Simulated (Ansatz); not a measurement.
# Gap against strain: armchair WS2 nanoribbon (N = 5, bare edges)

Set-up. Ansatz 0.2.0, plane waves with PAW datasets, PBE, Fermi-Dirac smearing of 0.05 eV, no spin-orbit coupling. The period is scaled from its relaxed value of 5.461 Å and the atoms relax, within the symmetry of the start, at each strain ε (in %); gaps, in eV, are read on a band path.

```
period (Å)  energy (eV a cell)  place of the conduction minimum (Γ = 0, Z = 1)   ε     gap
     5.242              +0.199                                            0.00  −4   0.427
     5.352              +0.048                                            0.00  −2    0.47
     5.461               0.000                                            0.00   0  0.4483
     5.679              +0.181                                            0.00   4   0.293
     5.788              +0.380                                            0.00   6   0.205
```

One run is withheld: period (Å) = 5.570, with ε = 2. Fit a straight line gap = a + b × ε to the 5 rows shown and predict it.

**Fit.** The means are 0.8 for ε and 0.3687 for gap. The sum of products of deviations is −1.721 and the sum of squares in ε is 68.8, so b = −1.721 / 68.8 = −0.02501 and a = 0.3687 − (−0.02501) × 0.8 = 0.3887. The residuals' standard deviation, with 3 degrees of freedom, is σ = 0.056.

**Prediction.** gap = 0.3887 + (−0.02501) × 2 = 0.3387. The run gave 0.388, so the prediction less the run is −0.049. The standard error of a prediction there, σ√(1 + 1/5 + (2 − 0.8)²/68.8), is 0.062, and the miss is 0.79 times that, for a point between the fitted rows. With so few rows σ is itself uncertain.

The gap does not move one way: it turns somewhere between ε = -4 and 0 %, and the true extreme can lie between the rows, beyond the values shown.

Caveats: Kohn-Sham gaps of a wire among periodic images, which in a check on one flat ribbon (7 Å apart) lowered the gap by 0.2 eV and flattened the slope; the slope b × 100 is a mean deformation potential of the gap, in eV per unit strain. Between neighbouring runs it lies between −4.7 and 2.1 eV, so a bend, a kink or scatter between runs makes one line a rough account. The unstrained row comes from a denser mesh than the others, which shifts its energy a little. Series of this kind are told only where this holds: a gap at every strain (compound wires with polar facets were set aside first). 88 of 101 did.

[Logs are printed without paths, hosts, clocks, repeated set-up lines and the standing remarks that a program may print on its own settings, such as how far it seeks lower states.]
